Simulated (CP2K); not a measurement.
Runs of CP2K 2026.2 on ZrC. Symmetry: Fm-3m, No. 225, cubic system. The conventional cell has a = 4.730 Å, b = 4.730 Å, c = 4.730 Å, α = 90.00°, β = 90.00°, γ = 90.00°. Zr (site symmetry m-3m) has 6 C at 2.36 to 2.37 Å as nearest neighbours. C (site symmetry m-3m) has 6 Zr at 2.36 to 2.37 Å as nearest neighbours. 

| potentials or basis | ADDED_MOS | gap on the mesh (eV) | pressure (GPa) |
| --- | --- | --- | --- |
| POTENTIAL_UZH Zr GTH-PBE-q12, C GTH-PBE-q4; DZVP-MOLOPT-PBE-GTH basis | [13] | none | -0.9 |
| GTH_POTENTIALS Zr GTH-PBE-q12, C GTH-PBE-q4; DZVP-MOLOPT-SR-GTH basis | [13] | none | -4.2 |
| GTH_POTENTIALS Zr GTH-PBE-q12, C GTH-PBE-q4; SZV-MOLOPT-SR-GTH basis | [6] | none | (b) |
| POTENTIAL_UZH Zr GTH-PBE-q12, C GTH-PBE-q4; ccGRB-D basis | [13] | none | -0.6 |
| POTENTIAL_UZH Zr GTH-PBE-q12, C GTH-PBE-q4; TZV2P-MOLOPT-PBE-GTH basis | [13] | none | -1.2 |
| POTENTIAL_UZH Zr GTH-PBE-q12, C GTH-PBE-q4; TZVP-MOLOPT-PBE-GTH basis | [13] | none | -1.0 |
| GTH_POTENTIALS Zr GTH-PBE-q12, C GTH-PBE-q4; TZVP-MOLOPT-SR-GTH, TZVP-MOLOPT-GTH basis | [13] | none | (a) |

Alike in all rows: task band structure; level PBE; no spin polarisation; cell as given; k mesh 10 × 10 × 10; smearing fermi-dirac 0.05 eV.

Fill in the values left out.

(a) -2.9; (b) -20.1.

Caveats: the basis of atomic orbitals isn't converged, which shifts pressures, moduli and gaps; a minimal basis gives rough bond lengths, pressures and levels (some runs).

A k mesh can miss the band edges, and the runs leave out spin-orbit coupling on Zr.

A gap of «none» marks a metal or a gap under the smearing width.
